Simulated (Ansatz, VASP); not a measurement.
## Mg: VASP beside Ansatz

Contents of INCAR:

```
SYSTEM = Mg
  PREC = Accurate
  ENCUT = 520
  EDIFF = 1E-6
  ISMEAR = 0
  SIGMA = 0.1
  LREAL = .False.
  LASPH = .True.
  NELM = 60
  ALGO = Normal
  ISIF = 2
  LWAVE = .False.
  LCHARG = .False.
  GGA = PS
  NBANDS = 9
```

Contents of KPOINTS:

```
Automatic mesh
0
Gamma
  12 12 7
  0 0 0
```

Contents of POSCAR:

```
Mg
1.0
    3.1881999934      0.0000000000      0.0000000000
   -1.5940999967      2.7610621866      0.0000000000
    0.0000000000      0.0000000000      5.1084658697
Mg
2
Direct
    0.3333333333      0.6666666667      0.2500000000
    0.6666666667      0.3333333333      0.7500000000
```

Input for Ansatz:

```yaml
crystal:
  lattice:
    - [3.1881999934, 0.0, 0.0]
    - [-1.5940999967, 2.7610621866, 0.0]
    - [0.0, 0.0, 5.1084658697]
  atoms:
    - { symbol: Mg, position: [0.3333333333, 0.6666666667, 0.25] }
    - { symbol: Mg, position: [0.6666666667, 0.3333333333, 0.75] }
basis:
  ecutwfc: 420
kpoints:
  mp_grid: { grid: [12, 12, 7] }
hamiltonian:
  xc: pbesol
scf:
  occupations: { method: gaussian, width: 0.1 }
output:
  forces: true
  stress: true
  eigenvalues: true
```

Alike in both runs: task single point; functional PBEsol; k mesh 12 × 12 × 7; occupations gaussian, width 0.1 eV; no spin polarisation.

|  | VASP | Ansatz |
| --- | --- | --- |
| version | VASP 6.6.1 | Ansatz 0.2.0 |
| potentials or method | VASP PAW PBE potentials, release 64 (Mg) | scalar-relativistic, plane waves, PAW |
| plane-wave cutoff (eV) | 520 | 420 |
| valence electrons in the cell | 4 | 20 |

```tsv
	VASP	Ansatz	Ansatz less VASP
gap on the k mesh at the Fermi level (eV)	none	none	-
pressure (GPa)	0.0	0.0	+0.05
largest component of the traceless stress (GPa)	0.12	0.12	+0.004
```

A gap of «none» marks a metal or a gap that the smearing closes. With one functional, cell and mesh, what is left measures potentials, basis and numerics. The two sets of potentials don't hold the same shells in valence.

Caveats: the PAW data sets were made with another functional, which shifts forces and pressure a little (VASP).
